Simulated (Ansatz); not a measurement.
**TiS2 (CdI2-type structure)**

Level of theory: DFT, r²SCAN, scalar-relativistic, no spin polarisation; plane waves to 500 eV with PAW datasets (Ansatz 0.2.0), 12×12×6 k-mesh, Gaussian smearing of 0.05 eV. The datasets are Ansatz's generated set soft_2.

```
CELL_PARAMETERS angstrom
3.42494 0.00000 0.00000
-1.71247 2.96609 0.00000
0.00000 0.00000 5.96632
ATOMIC_POSITIONS crystal
Ti 0.00000 0.00000 0.00000
S 0.33333 0.66667 0.23493
S 0.66667 0.33333 0.76507
```

The compound is reported in the structure type of the start.

The run above is the reference. The same cell was run again with other input settings; several of them aren't fit for production, so the rows show the settings' effect and aren't properties of the material.

| keys changed | outcome | ΔE (meV/atom) | P (GPa) | gap on the mesh (eV) | cell moment (μB) | largest force component (eV/Å) | SCF iterations | rough core-seconds | new warnings |
| --- | --- | --- | --- | --- | --- | --- | --- | --- | --- |
| none (reference) | converged | 0.0 | 0.0 | 0.22 | – | 0.001 | – | – | – |
| basis.ecutwfc: 500 → "250 eV" | converged | 370.4 | 0.9 | 0.22 | – | 0.057 | 10 | 8 | cutoff below recommended |
| scf.eigensolver.kind: "davidson"; hamiltonian.hubbard: {"sites": [{"species": "Ti", "l": "d", "u_eff": 4.0}], "double_counting": "fll"}; hamiltonian.xc: "r2scan" → "pbesol" | converged | – | 0.9 | 0.54 | – | 0.113 | 11 | 15 | – |
| hamiltonian.hubbard: {"sites": [{"species": "Ti", "l": "d", "u_eff": 4.0}], "double_counting": "fll"}; scf.occupations.method: "gaussian" → "methfessel_paxton"; scf.occupations.width: 0.05 → 0.005; accuracy: "medium" | converged | – | 3.9 | 0.97 | – | 0.205 | 9 | 19 | – |
| hamiltonian.xc: "r2scan" → "revpbe" | converged | – | 2.6 | 0.03 | – | 0.188 | 7 | 10 | – |
| hamiltonian.xc: "r2scan" → "lda"; hamiltonian.hubbard: {"sites": [{"species": "Ti", "l": "d", "u_eff": 4.0}], "double_counting": "fll"} | converged | – | -1.8 | 0.47 | – | 0.074 | 10 | 11 | – |
| hamiltonian.xc: "r2scan" → "lda"; kpoints.mp_grid.grid: [12, 12, 6] → [15, 15, 8] | converged | – | -5.5 | metal | – | 0.250 | 8 | 14 | – |
| scf.mixing.algorithm: "broyden"; scf.mixing.beta: 0.5 | converged | 0.0 | 0.0 | 0.22 | – | 0.001 | 8 | 15 | – |
| crystal.symmetry: {"detect": false} | converged | 0.0 | 0.0 | 0.22 | – | 0.001 | 8 | 150 | – |

ΔE is the energy with the smearing extrapolated to zero. It is left out where the change alters the Hamiltonian or the spin treatment. The varied runs start from atomic densities (corrected by the program's trained start where that serves), with the default search for lower states unless a row changes it.

Problem. What happens with these changes: basis.ecutwfc: 500 → "400 eV"; kpoints.mp_grid.grid: [12, 12, 6] → [4, 4, 2]; scf.lower_state_search: "light"?

Solution. outcome converged, ΔE (meV/atom) 43.6, P (GPa) 0.8, gap on the mesh (eV) 0.14, largest force component (eV/Å) 0.045, SCF iterations 8, rough core-seconds 2.3, new warnings cutoff below recommended.

Of the reference: The structure is built of weakly bound layers, and this functional has no dispersion term, so their spacing and all that hangs on it (volume, the soft elastic constants, low modes, dielectric constants) are poorly given.
